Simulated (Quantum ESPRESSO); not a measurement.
Runs of Quantum ESPRESSO 7.5 on Nb. The structure is cubic, space group Im-3m (No. 229). Conventional cell: a = 3.328 Å, b = 3.328 Å, c = 3.328 Å, α = 90.00°, β = 90.00°, γ = 90.00°. Nb (site symmetry m-3m) is surrounded by 8 Nb at 2.88 Å. 

| task | level | potentials or basis | cell | k mesh | cutoff (eV) | SCF threshold | most ionic steps | forc conv thr | etot conv thr | ion dynamics | gap on the mesh (eV) | pressure (GPa) |
| --- | --- | --- | --- | --- | --- | --- | --- | --- | --- | --- | --- | --- |
| relaxation of cell and atoms | PBEsol | SSSP 1.3 efficiency PBE | relaxed to 30 GPa | 11 × 11 × 11 | 857 | 2e-10 Ry | 40 | 0.0004 Ry/bohr | 1e-05 Ry | bfgs | none | 29.9 |
| band structure | LDA | SG15 PBE 1.2 | as given | 11 × 11 × 11 | 952 | 2e-10 Ry | - | - | - | - | none | -10.9 |
| relaxation of cell and atoms | PBEsol | SSSP 1.3 efficiency PBE | relaxed to 0.3 kbar | 11 × 11 × 11 | 857 | 2e-10 Ry | 40 | 0.0004 Ry/bohr | 1e-05 Ry | bfgs | none | 0.0 |
| band structure | AM05 | SG15 PBE 1.2 | as given | 11 × 11 × 11 | 952 | 2e-10 Ry | - | - | - | - | none | (a) |
| band structure | r2SCAN | SG15 PBE 1.2 | as given | 8 × 8 × 8 | 952 | 1e-08 Ry | - | - | - | - | none | -4.3 |
| band structure | revPBE | SG15 PBE 1.2 | as given | 11 × 11 × 11 | 952 | 2e-10 Ry | - | - | - | - | none | -0.3 |
| relaxation of cell and atoms | PBEsol | SSSP 1.3 efficiency PBE | relaxed to 20 GPa | 11 × 11 × 11 | 857 | 2e-10 Ry | 40 | 0.0004 Ry/bohr | 1e-05 Ry | bfgs | none | 19.9 |
| relaxation of cell and atoms | PBEsol | SSSP 1.3 efficiency PBE | relaxed to 2 GPa | 11 × 11 × 11 | 857 | 2e-10 Ry | 40 | 0.0004 Ry/bohr | 1e-05 Ry | bfgs | none | 2.0 |

Alike in all rows: no spin polarisation; smearing fermi-dirac 0.05 eV.

Problem. Estimate the missing entries.

Solution. (a) -7.9.

Caveats: the potentials were made for another functional, which shifts forces and pressure.

A k mesh can miss the band edges, and the runs leave out spin-orbit coupling on Nb.

A gap of «none» marks a metal or a gap under the smearing width.

Runs at the PBE level aren't shown here.
